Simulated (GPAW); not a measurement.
# TaN (P-6m2) in GPAW: notebook

One crystal, TaN, is run at these levels: PBE, PBEsol, PBEsol+D3; tasks: single point, relaxation of cell and atoms.

Everything below comes from runs of GPAW 26.7.0. Logs are shortened: lines on timing, memory, paths and dates and some standing lists are left out, and cuts for length are marked. The log counts tension as positive stress, the text compression.

**1. The structure**

It takes space group P-6m2 (No. 187, hexagonal). Conventional cell: a = 2.938 Å, b = 2.938 Å, c = 2.883 Å, α = 90.00°, β = 90.00°, γ = 120.00°. Around Ta (site symmetry -6m2) lie 6 N at 2.23 Å. N (site symmetry -6m2) has 6 Ta at 2.23 Å as nearest neighbours.

**2. Single point, PBE**

run.py

```python
from ase.dft.bandgap import bandgap
from ase.io import read, write
from ase.units import GPa
from gpaw import GPAW, PW

atoms = read('POSCAR')

calc = GPAW(mode=PW(600),
            xc='PBE',
            kpts={'size': (8, 8, 7), 'gamma': True},
            occupations={'name': 'fermi-dirac', 'width': 0.05},
            nbands=19,
            maxiter=120,
            txt='gpaw.txt')
atoms.calc = calc
energy = atoms.get_potential_energy()
forces = atoms.get_forces()
stress = atoms.get_stress()
calc.write('gs.gpw')
write('result.traj', atoms)
print(f'Energy: {energy:.6f} eV')
print('Forces (eV/A):')
print(forces.round(4))
print('Stress (GPa):', (stress / GPa).round(3))
print('Fermi level:', round(calc.get_fermi_level(), 4), 'eV')
print(f'Gap: {bandgap(calc)[0]:.4f} eV, direct: {bandgap(calc, direct=True)[0]:.4f} eV')
```

POSCAR

```
TaN
1.0
    2.9380000000      0.0000000000      0.0000000000
   -1.4690000000      2.5443826363      0.0000000000
    0.0000000000      0.0000000000      2.8830000000
Ta N
1 1
Direct
    0.0000000000      0.0000000000      0.5000000000
    0.6666666667      0.3333333333      0.0000000000
```

Potentials or basis: GPAW PAW data sets (gpaw-data 1.2.1), pw.

Command:

```
> OMP_NUM_THREADS=1 python run.py
```

gpaw.txt:

```text
__  _  _
 | _ |_)|_||  |
 |__||  | ||/\| - 26.7.0

Input parameters:
  mode=PW(ecut=600.0),
  kpts=MonkhorstPack(size=(8, 8, 7), gamma=True),
  maxiter=120,
  nbands=19,
  occupations=Occupations(name='fermi-dirac', width=0.05),
  xc=XC(name='PBE')

Diagonalizing LCAO Hamiltonian
Converting LCAO to pw mode

       Ta

           N

Atoms  # Å, Bohr magnetons
|   | symbol |        x |        y |        z |    initial magnetic moments |
|---|--------|----------|----------|----------|-----------------------------|
| 0 |     Ta | 0.000000 | 0.000000 | 1.441500 | ( 0.0000,  0.0000,  0.0000) |
| 1 |      N | 1.469000 | 0.848128 | 0.000000 | ( 0.0000,  0.0000,  0.0000) |

Unit cell  # Å
| periodic |         x |        y |        z |  lengths |     angles |
|----------|-----------|----------|----------|----------|------------|
|      yes |  2.938000 | 0.000000 | 0.000000 | 2.938000 |  90.000000 |
|      yes | -1.469000 | 2.544383 | 0.000000 | 2.938000 |  90.000000 |
|      yes |  0.000000 | 0.000000 | 2.883000 | 2.883000 | 120.000000 |

Number of symmetries: 12
Symmetry operations  # r_c * U_cc + t_c -> r_c
|    | kind |            matrix            |
|----|------|------------------------------|
|  0 |  σ   |  1, 1, 0,  0,-1, 0,  0, 0, 1 |
|  1 |  C2  |  1, 1, 0,  0,-1, 0,  0, 0,-1 |
|  2 |  E   |  1, 0, 0,  0, 1, 0,  0, 0, 1 |
|  3 |  σ   |  1, 0, 0,  0, 1, 0,  0, 0,-1 |
|  4 |  C3  |  0, 1, 0, -1,-1, 0,  0, 0, 1 |
|  5 |  S3  |  0, 1, 0, -1,-1, 0,  0, 0,-1 |
|  6 |  σ   |  0,-1, 0, -1, 0, 0,  0, 0, 1 |
|  7 |  C2  |  0,-1, 0, -1, 0, 0,  0, 0,-1 |
|  8 |  σ   | -1, 0, 0,  1, 1, 0,  0, 0, 1 |
|  9 |  C2  | -1, 0, 0,  1, 1, 0,  0, 0,-1 |
| 10 |  C3  | -1,-1, 0,  1, 0, 0,  0, 0, 1 |
| 11 |  S3  | -1,-1, 0,  1, 0, 0,  0, 0,-1 |

BZ-sampling:
  Number of BZ points: 448
  Number of IBZ points: 40

  Monkhorst-Pack size: [8, 8, 7]
  Monkhorst-Pack shift: [0.0625, 0.0625, 0.0]

K-points  # in reciprocal-cell coordinates
|     |                                coordinates |     weight |
|-----|--------------------------------------------|------------|
|   0 | (  0.00000000,   0.00000000,   0.00000000) | 0.00223214 |
|   1 | (  0.00000000,   0.00000000,   0.14285714) | 0.00446429 |
|   2 | (  0.00000000,   0.00000000,   0.28571429) | 0.00446429 |
|   3 | (  0.00000000,   0.00000000,   0.42857143) | 0.00446429 |
|   4 | (  0.12500000,   0.00000000,   0.00000000) | 0.01339286 |
|   5 | (  0.12500000,   0.00000000,   0.14285714) | 0.02678571 |
|   6 | (  0.12500000,   0.00000000,   0.28571429) | 0.02678571 |
|   7 | (  0.12500000,   0.00000000,   0.42857143) | 0.02678571 |
|   8 | (  0.25000000,  -0.12500000,   0.00000000) | 0.01339286 |
|   9 | (  0.25000000,  -0.12500000,   0.14285714) | 0.02678571 |
| ... |                                            |            |
|  39 | (  0.50000000,   0.50000000,   0.42857143) | 0.01339286 |

Plane wave coefficients: 728
Cutoff: 600.0 eV

Spin-components: 1 (collinear spins)
Bands:           19
Projectors:      11
Spin-degeneracy: 2
Datatype:        complex128

Parallelization:
  kpt:    1
  domain: 1
  band:   1

Density:
  Valence electrons: 18.0
  Components: 1
  Grid points: [18 18 18]
  Charge: 0.0  # |e|

Potential:
  Grid points: [18 18 18]

species:
  Ta:
    name:    Tantalum
    Z:       73.0
    valence: 13
    core:    60
    charge:  0.0  # [|e|]
    compensation charges:
      type: gauss
      rc: 0.42  # [Å]
      lmax: 2
    cutoffs:
      filter: 2.36  # [Å]
      core: 3.45  # [Å]
    projectors
    | kind |    occ | energy [eV] | rcut [Å] |
    |------|--------|-------------|----------|
    |   5s |  2.000 |     -72.790 |    1.365 |
    |   6s |  2.000 |      -5.429 |    1.365 |
    |   5p |  6.000 |     -39.427 |    1.349 |
    |   6p |  0.000 |      -1.396 |    1.349 |
    |   5d |  3.000 |      -3.603 |    1.307 |
    |    d |        |      23.609 |    1.307 |

    Using partial waves for Ta as LCAO basis

  N:
    name:    Nitrogen
    Z:       7.0
    valence: 5
    core:    2
    charge:  0.0  # [|e|]
    compensation charges:
      type: gauss
      rc: 0.18  # [Å]
      lmax: 2
    cutoffs:
      filter: 1.11  # [Å]
      core: 0.96  # [Å]
    projectors
    | kind |    occ | energy [eV] | rcut [Å] |
    |------|--------|-------------|----------|
    |   2s |  2.000 |     -18.583 |    0.603 |
    |   2p |  3.000 |      -7.089 |    0.529 |
    |    s |        |       8.629 |    0.603 |
    |    p |        |      20.123 |    0.529 |
    |    d |        |       0.000 |    0.577 |

    Using partial waves for N as LCAO basis

Reference energy: -425654.162905  # eV

eigensolver:
  PPCG
  Converge bands: occupied
  niter=2

density mixing:
  MSR1-Mixer
  Pratt-step length: 0.05
  Maximum mixing coefficient: 0.75
  Old densities: 10
  SVD Regularization: 0.005
  Good broyden scale: 1.0
  Trust region scale: 1.0
  Backstep threshold: 4.0
  History deletion threshold: 6.0
  Fourier metric: weight=20.0, sigma=0.015

occupation numbers:
  Fermi-Dirac:
    width: 0.0500  # eV

poisson solver:
  ecut: 4800.0  # eV

xc functional:
  name: PBE with 2 nearest neighbor stencil

convergence criteria:
- Maximum [total energy] change in last 3 cyles: 0.0005 eV / valence electron
- Maximum integral of absolute [dens]ity change: 0.0001 electrons / valence electron
- Maximum integral of absolute [eigenst]ate change: 4e-08 eV^2 / valence electron
maximum number of iterations: 120

SCF iterations
|iter     | |      energy | eigst |  dens |
|---------|-|-------------|-------|-------|
|iter:   1| |  -21.678769 | -0.10 |       |
|iter:   2| |  -21.277073 | -2.52 | -0.96 |
|iter:   3| |  -20.397381 | -1.70 | -1.03 |
|iter:   4| |  -20.405291 | -3.12 | -1.63 |
|iter:   5| |  -20.414476 | -3.37 | -1.86 |
|iter:   6| |  -20.414483 | -4.85 | -2.77 |
|iter:   7| |  -20.414488c| -6.76 | -3.65 |
|iter:   8| |  -20.414488c| -7.59c| -4.09c|

Converged in 8 steps
Energy contributions relative to reference atoms: (reference = -425654.162905)

Energy contributions:
  Kinetic:          20.616582
  Coulomb:         -21.570114
  Zero:             -0.178563
  External:          0.000000
  Xc:              -19.282226
  Entropy:          -0.000336
  Spinorbit:         0.000000
  ----------------------------
  Free energy:     -20.414656
  Extrapolated:    -20.414488

dipole moment: (-4.714952, -9.440780, -7.163470)  # |e|*Ang

Fermi level: 14.305
Eigenvalues  # (at kpt = [0.000, 0.000, 0.000])
| band index |      eig [eV] | occ [0-2] |
|------------|---------------|-----------|
|          0 |       -54.130 |     2.000 |
|          1 |       -20.682 |     2.000 |
|          2 |       -20.413 |     2.000 |
|          3 |       -20.413 |     2.000 |
|          4 |        -3.568 |     2.000 |
|          5 |         9.649 |     2.000 |
[... 9 lines left out ...]
|         15 |        30.521 |     0.000 |
|         16 |        30.521 |     0.000 |
|        ... |               |           |
|         18 |        37.528 |     0.000 |

No gap
No difference between direct/indirect transitions

Forces  # eV/Ang
|        x |       y |       z |
|----------|---------|---------|
| -0.00000 | 0.00000 | 0.00000 |  # Ta   0
| -0.00000 | 0.00000 | 0.00000 |  # N    1

Stress tensor  # eV/Ang^3
|        x |        y |        z |
|----------|----------|----------|
| 0.008902 | 0.000000 | 0.000000 |
| 0.000000 | 0.008902 | 0.000000 |
| 0.000000 | 0.000000 | 0.003161 |

# Writing to gs.gpw (mode='')
```

It took 25 s on 1 thread of AMD EPYC, shared host; peak memory 0.15 GiB.

What came out:

| Item | Value |
| --- | --- |
| Free energy | -20.4147 eV |
| Pressure | -1.1 GPa |
| Band gap on the k mesh | none (metal or under the smearing width) |

Stress tensor (GPa, compression positive):
```
-1.43  0.00  0.00
 0.00 -1.43  0.00
 0.00  0.00 -0.51
```

Levels at points of the mesh, in eV from the Fermi level:
| k point | band 7 | band 8 | band 9 | band 10 | band 11 | band 12 |
| --- | --- | --- | --- | --- | --- | --- |
| (0.00, 0.00, 0.00) | -4.66 | -4.29 | -3.04 | 2.10 | 3.47 | 3.47 |
| (0.50, 0.50, 0.00) | -5.29 | -3.57 | -3.29 | 2.89 | 3.90 | 5.08 |

Caveat: the cutoff is short for stress and forces, so pressures can be off by a GPa or more. The run has no spin-orbit coupling, so splittings on Ta are missing.

**3. Relaxation of cell and atoms, PBEsol**

run.py

```python
from ase import Atoms
from ase.filters import FrechetCellFilter
from ase.io import write
from ase.optimize import BFGS
from gpaw import GPAW, PW, setup_paths

setup_paths.insert(0, '.')

atoms = Atoms(['Ta', 'N'],
              cell=[[2.938, 0.0, 0.0],
                    [-1.469, 2.5443826363, 0.0],
                    [0.0, 0.0, 2.883]],
              scaled_positions=[[0.0, 0.0, 0.5],
                                [0.6666666667, 0.3333333333, 0.0]],
              pbc=True)

calc = GPAW(mode=PW(800),
            xc='PBEsol',
            kpts={'size': (9, 9, 8), 'gamma': True},
            occupations={'name': 'fermi-dirac', 'width': 0.05},
            nbands=19,
            convergence={'density': 1e-05, 'forces': 0.0001},
            maxiter=150,
            txt='gpaw.txt')
atoms.calc = calc
opt = BFGS(FrechetCellFilter(atoms), trajectory='relax.traj', logfile='-')
done = opt.run(fmax=0.02, steps=60)
calc.write('gs.gpw')
write('result.traj', atoms)
print('Converged:', done)
print('Cell:', atoms.cell.cellpar().round(4))
print('Volume:', round(atoms.get_volume(), 4))
print(atoms.get_scaled_positions().round(5))
```

Potentials or basis: PAW data sets generated in the run's folder for this functional, pw.

Command:

```
> gpaw-setup -f PBEsol N Ta
> OMP_NUM_THREADS=1 python run.py
```

It took 50 s on 1 thread of Arm Neoverse V2, shared host; peak memory 0.24 GiB.

It converged, with:

* Free energy: -21.9314 eV
* Relaxed volume: 10.62 Å³/atom
* Relaxed cell: a = 2.924 Å, b = 2.924 Å, c = 2.871 Å, α = 90.00°, β = 90.00°, γ = 120.00°
* Space group after relaxing (to 0.05 Å): P-6m2 (No. 187)
* Energy gained by relaxing: 1.8 meV/atom
* Ionic steps: 4
* Pressure after relaxing: 0.0 GPa
* Band gap on the k mesh: none (metal or under the smearing width)

Stress tensor (GPa, compression positive):
```
-0.09  0.00  0.00
 0.00 -0.09  0.00
 0.00  0.00  0.22
```

The path:
```tsv
step	energy change (eV)	largest force (eV/Å)	pressure (GPa)	volume (Å³)
1	0.0000	0.0000	-4.98	21.55
2	-0.0030	0.0000	-2.48	21.40
3	-0.0036	0.0000	0.04	21.25
4	-0.0036	0.0000	0.01	21.25
```

Final structure:
```
Ta N
1.0
     2.92354    0.00000    0.00000
    -1.46177    2.53186    0.00000
     0.00000    0.00000    2.87074
Ta N
1 1
Cartesian
  0.0000 0.0000 1.4354
  1.4618 0.8440 0.0000
```

Levels at points of the mesh, in eV from the Fermi level:
```
           k point  band 6  band 7  band 8  band 9  band 10  band 11  band 12  band 13
(0.00, 0.00, 0.00)   -4.68   -4.68   -4.34   -3.01     2.27     3.57     3.57     3.96
(0.00, 0.00, 0.50)   -9.50   -3.86   -3.86   -0.18    -0.18     2.39     3.25     3.25
```

Caveat: later steps reuse the first step's grids.

**4. Relaxation of cell and atoms, PBEsol+D3**

run.py: that of step 3 with these lines changed.

```diff
@@ -1,2 +1,3 @@
 from ase import Atoms
+from ase.calculators.mixing import SumCalculator
 from ase.filters import FrechetCellFilter
@@ -4,2 +5,3 @@
 from ase.optimize import BFGS
+from dftd3.ase import DFTD3
 from gpaw import GPAW, PW, setup_paths
@@ -24,3 +26,3 @@
             txt='gpaw.txt')
-atoms.calc = calc
+atoms.calc = SumCalculator([calc, DFTD3(method='pbesol', damping='d3zero')])
 opt = BFGS(FrechetCellFilter(atoms), trajectory='relax.traj', logfile='-')
```

Command:

```
> gpaw-setup -f PBEsol N Ta
> OMP_NUM_THREADS=1 python run.py
```

It took 62 s on 1 thread of Arm Neoverse V2, shared host; peak memory 0.23 GiB.

The run converged. Its results:

* Free energy: -22.5415 eV
* Relaxed volume: 10.50 Å³/atom
* Relaxed cell: a = 2.909 Å, b = 2.909 Å, c = 2.867 Å, α = 90.00°, β = 90.00°, γ = 120.00°
* Space group after relaxing (to 0.05 Å): P-6m2 (No. 187)
* Energy gained by relaxing: 7.1 meV/atom
* Ionic steps: 5
* Pressure after relaxing: 0.0 GPa
* Band gap on the k mesh: none (metal or under the smearing width)
* Dispersion energy per atom: -0.307 eV

The path:
```tsv
step	energy change (eV)	largest force (eV/Å)	pressure (GPa)	volume (Å³)
1	0.0000	0.0000	-9.02	21.55
2	-0.0110	0.0000	-4.58	21.27
3	-0.0141	0.0000	0.20	20.99
4	-0.0142	0.0000	0.07	21.00
5	-0.0142	0.0000	-0.01	21.00
```

Final structure:
```
CELL_PARAMETERS angstrom
2.90856 0.00000 0.00000
-1.45428 2.51889 0.00000
0.00000 0.00000 2.86655
ATOMIC_POSITIONS crystal
Ta 0.00000 0.00000 0.50000
N 0.66667 0.33333 0.00000
```

Levels at points of the mesh, in eV from the Fermi level:
```
           k point  band 7  band 8  band 9  band 10  band 11  band 12
(0.00, 0.00, 0.00)   -4.70   -4.41   -3.05     2.39     3.60     3.60
(0.00, 0.00, 0.50)   -3.87   -3.87   -0.19    -0.19     2.37     3.30
```

Caveat: later steps reuse the first step's grids; pairwise dispersion overbinds metals, which lowers pressure and volume. Spin-orbit coupling is left out, which matters for the levels of Ta.

**5. Overview**

| task | level | potentials or basis | cell | k mesh | cutoff (eV) | maxiter | convergence | optimizer | fmax | max steps | gap on the mesh (eV) | pressure (GPa) | relaxed volume (Å³/atom) |
| --- | --- | --- | --- | --- | --- | --- | --- | --- | --- | --- | --- | --- | --- |
| single point | PBE | GPAW PAW data sets (gpaw-data 1.2.1), pw | as given | 8 × 8 × 7 | 600 | 120 | default | - | - | - | none | -1.1 | - |
| relaxation of cell and atoms | PBEsol | PAW data sets generated in the run's folder for this functional, pw | relaxed | 9 × 9 × 8 | 800 | 150 | density=1e-05 forces=0.0001 | BFGS | 0.02 eV/Å | 60 | none | 0.0 | 10.62 |
| relaxation of cell and atoms | PBEsol+D3 | PAW data sets generated in the run's folder for this functional, pw | relaxed | 9 × 9 × 8 | 800 | 150 | density=1e-05 forces=0.0001 | BFGS | 0.02 eV/Å | 60 | none | 0.0 | 10.50 |

Alike in all rows: no spin polarisation; smearing fermi-dirac 0.05 eV.

Caveats: later steps reuse the first step's grids (some runs); the cutoff is short for stress and forces, so pressures can be off by a GPa or more (some runs); pairwise dispersion overbinds metals, which lowers pressure and volume (some runs).

Absolute energies hang on the potentials; compare differences alone.
